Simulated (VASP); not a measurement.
GaP: band structure with PBE

**What was measured.**

From “Stacking defects in GaP nanowires: Electronic structure and optical properties”, 2018, arxiv:1810.01194, for a bulk crystal of GaP at 10 K: band gap 2.34 eV (indirect).

GaP:

```
Ga P
1.0
     0.00000    2.72525    2.72525
     2.72525    0.00000    2.72525
     2.72525    2.72525    0.00000
Ga P
1 1
Direct
  0.00000 0.00000 0.00000
  0.75000 0.75000 0.75000
```

```
Program                : VASP 6.6.1
Task                   : band structure
Functional             : PBE
Potentials or basis    : VASP PAW PBE potentials, release 64 (Ga_d_GW, P_GW)
Cutoff                 : 550 eV
k mesh                 : 8 × 8 × 8
Occupations            : fermi-dirac, width 0.05 eV
Spin                   : no spin polarisation
Further INCAR settings : ALGO = Fast; EDIFF = 1e-07; NBANDS = 16
```

The band gap on the k mesh is 1.64 eV, indirect (least direct gap 1.82 eV). The band gap along the path is 1.59 eV, indirect (least direct gap 1.82 eV).

Levels at the corners of the path, in eV from the valence-band top:
```csv
point,band 6,band 7,band 8,band 9,band 10,band 11,band 12,band 13
Γ,-12.49,0.00,0.00,0.00,1.82,3.88,3.88,3.88
X,-9.53,-6.75,-2.68,-2.68,1.65,1.82,10.58,10.58
X,-9.53,-6.75,-2.68,-2.68,1.65,1.82,10.58,10.58
W,-9.44,-6.55,-3.58,-3.42,4.70,4.86,6.10,6.15
W,-9.44,-6.55,-3.58,-3.42,4.70,4.86,6.10,6.15
K,-9.57,-6.55,-3.94,-2.25,2.19,4.80,8.23,8.26
K,-9.57,-6.55,-3.94,-2.25,2.19,4.80,8.23,8.26
Γ,-12.49,0.00,0.00,0.00,1.82,3.88,3.88,3.88
Γ,-12.49,0.00,0.00,0.00,1.82,3.88,3.88,3.88
L,-10.43,-6.63,-1.12,-1.12,1.67,4.71,4.71,8.28
L,-10.43,-6.63,-1.12,-1.12,1.67,4.71,4.71,8.28
U,-9.57,-6.55,-3.94,-2.25,2.19,4.80,8.23,8.26
U,-9.57,-6.55,-3.94,-2.25,2.19,4.80,8.23,8.26
W,-9.44,-6.55,-3.58,-3.42,4.70,4.86,6.10,6.15
W,-9.44,-6.55,-3.58,-3.42,4.70,4.86,6.10,6.15
L,-10.43,-6.63,-1.12,-1.12,1.67,4.71,4.71,8.28
L,-10.43,-6.63,-1.12,-1.12,1.67,4.71,4.71,8.28
K,-9.57,-6.55,-3.94,-2.25,2.19,4.80,8.23,8.26
U,-9.57,-6.55,-3.94,-2.25,2.19,4.80,8.23,8.26
X,-9.53,-6.75,-2.68,-2.68,1.65,1.82,10.58,10.58
```

It took 2.5 min on 1 thread of Intel(R) Xeon(R) Platinum 8488C (Sapphire Rapids), on a shared host, peak memory 0.25 GiB.

Against the measured gap of GaP, 2.34 eV (indirect; 10 K; quoted in “Stacking defects in GaP nanowires: Electronic structure and optical properties”, 2018, arxiv:1810.01194), the calculated 1.59 eV is off by -0.75 eV. Spin-orbit coupling on Ga is left out. The value is that of PBE, without temperature or zero-point motion. Semilocal functionals fall short of measured gaps as a rule.

Caveat: the log is that of the step along the path at fixed density, whose energy, stress, charges and moments have no meaning.
